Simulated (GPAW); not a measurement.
CoO:

```
Co O
1.0
     1.50547    0.86918    2.43993
    -1.50547    0.86918    2.43993
     0.00000   -1.73837    2.43993
Co O
1 1
Cartesian
  0.0000 0.0000 0.0000
  0.0000 0.0000 3.6599
```

The cell is a database's computed one.

| Item | Value |
| --- | --- |
| Program | GPAW 26.7.0 |
| Task | single point |
| Functional | PBE |
| Potentials or basis | GPAW PAW data sets (gpaw-data 1.2.1) |
| Cutoff | 800 eV |
| Basis | pw |
| k mesh | 11 × 11 × 11 |
| Occupations | fermi-dirac, width 0.05 eV |
| Spin | collinear spin, ferromagnetic start |
| Starting moments | [2.0, 0.0] μB |

On this cell: pressure 0.5 GPa; largest force under 0.003 eV/Å; net moment 2.91 μB per cell; site moments Co +2.51; O +0.23 μB; band gap on the k mesh none (metal or under the smearing width).

The same run follows on a disturbed copy (atoms moved at random, drawn with an rms of 0.05 Å):

```
Co O
1.0
     1.50547    0.86918    2.43993
    -1.50547    0.86918    2.43993
     0.00000   -1.73837    2.43993
Co O
1 1
Direct
  0.99683 0.00019 0.00637
  0.47022 0.51568 0.50987
```

Task: What does the disturbed cell give?

Result: The energy (extrapolated to zero smearing) moves by +1.7 meV/atom; pressure 0.9 GPa; largest force 0.104 eV/Å; net moment 2.91 μB per cell; site moments Co +2.51; O +0.23 μB; band gap on the k mesh none (metal or under the smearing width).

Forces on the atoms (eV/Å):
```
Co  -0.099 -0.020 -0.025
O    0.099  0.020  0.026
```

Stress tensor (GPa, compression positive):
```
 1.07 -0.21  0.01
-0.21  1.01 -0.36
 0.01 -0.36  0.75
```

Caveats: a cell with one magnetic atom can't hold antiferromagnetic order, which such compounds often take; semilocal functionals often make such compounds metallic where correlation or magnetic order opens a gap, which also shifts bond lengths.
